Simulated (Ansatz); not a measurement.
(001) slab cut from the bulk of Ta2C, 15 Å of vacuum:

```yaml
crystal:
  lattice:
    - [3.11016, 0.00000, 0.00000]
    - [-1.55508, 2.69348, 0.00000]
    - [0.00000, 0.00000, 24.88460]
  atoms:
    - { symbol: C, position: [0.00000, 0.00000, 0.30139] }
    - { symbol: Ta, position: [0.33333, 0.66667, 0.35175] }
    - { symbol: Ta, position: [0.66667, 0.33333, 0.44964] }
    - { symbol: C, position: [0.00000, 0.00000, 0.50000] }
    - { symbol: Ta, position: [0.33333, 0.66667, 0.55036] }
    - { symbol: Ta, position: [0.66667, 0.33333, 0.64825] }
    - { symbol: C, position: [0.00000, 0.00000, 0.69861] }
```

Method: Ansatz, DFT r2SCAN, scalar-relativistic, plane waves, PAW. Settings: cutoff 500 eV, Γ-centred mesh 12×12×1 on the computed 7-atom cell, Gaussian smearing of 0.10 eV; no spin polarisation. The cell repeats along c with a dipole correction in the vacuum.

This base run converges in 8 iterations with a largest force of 4.043 eV/Å and a work function of 6.99 eV on the top face.

One setting at a time is then changed, some of them on purpose to poor values; changes count from the base run, energies are extrapolated to zero smearing, atoms stay where they are, and risky runs are capped at 50 to 100 iterations. The slab isn't stoichiometric (Ta4C3).

Question: What happens with cutoff 360 eV?

Answer: It converges in 8 iterations; ΔE (meV/atom) +12.3, Δφ top (eV) 0.00, largest force (eV/Å) 4.035, largest change of a force (eV/Å) 0.008.

Question: What happens with vacuum of 22 Å?

Answer: It converges in 8 iterations; ΔE (meV/atom) 0.0, Δφ top (eV) 0.00, largest force (eV/Å) 4.043, largest change of a force (eV/Å) 0.000.

Question: What happens with k mesh 1×12×1?

Answer: It converges in 9 iterations; ΔE (meV/atom) -73.3, Δφ top (eV) +0.12, largest force (eV/Å) 10.260, largest change of a force (eV/Å) 6.821.

Question: What happens with mixing β = 0.02?

Answer: It converges in 16 iterations; ΔE (meV/atom) 0.0, Δφ top (eV) 0.00, largest force (eV/Å) 4.043, largest change of a force (eV/Å) 0.000.

Question: What happens with occupations gaussian 0.5 eV?

Answer: It converges in 7 iterations; ΔE (meV/atom) -0.3, Δφ top (eV) 0.00, largest force (eV/Å) 4.065, largest change of a force (eV/Å) 0.038.

Spin-orbit coupling is left out, which matters for the bands of heavy elements.

Cost: 10 runs of about 5.4 core-minutes in all, on Arm Neoverse V1 (shared hosts).